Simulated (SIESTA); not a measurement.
**Sn under changes of volume**

One of the cells (33.803 Å³/atom); the others are scaled copies at fixed shape and fractional positions:

```
Sn
1.0
     0.00000    3.23334    3.23334
     3.23334    0.00000    3.23334
     3.23334    3.23334    0.00000
Sn
2
Direct
  0.75000 0.75000 0.75000
  0.50000 0.50000 0.50000
```

This isn't the form of Sn at room conditions, which is tetragonal (white tin).

- Program: SIESTA 5.4.2
- Functional: LDA
- Potentials or basis: PseudoDojo 0.4 standard (LDA files)
- Basis: DZP (energy shift 0.003 Ry; two zetas on semicore shells)
- Grid cutoff: 500 Ry
- Energy shift: 0.003 Ry
- k mesh: 7 × 7 × 7
- Occupations: fermi-dirac, width 0.05 eV
- Spin: no spin polarisation

| volume (Å³/atom) | energy over the lowest point (meV/atom) | pressure (GPa) |
| --- | --- | --- |
| 31.775 | ? | ? |
| 32.451 | 11.21 | 2.4 |
| 33.127 | 3.35 | 1.3 |
| 33.803 | 0.00 | 0.4 |
| 34.479 | 0.57 | -0.5 |
| 35.155 | 4.56 | -1.3 |
| 35.831 | 11.53 | -1.9 |

Problem. What does the run at 31.775 Å³/atom give?

Solution. Energy over the lowest point 24.01 meV/atom; pressure 3.7 GPa.

Worked out: A Birch-Murnaghan fit of order 3 (a polynomial in V^(-2/3)) to the other rows has its minimum at 34.03 Å³/atom with B0 = V·E''(V) = 45 GPa and B' = 5.9. It gives 24.23 meV/atom at 31.775 Å³/atom, against the run's 24.01, and -dE/dV = 3.8 GPa, against 3.7.

Energies are extrapolated to zero smearing.

Caveats: the basis of atomic orbitals isn't converged, which shifts pressures, moduli and gaps.
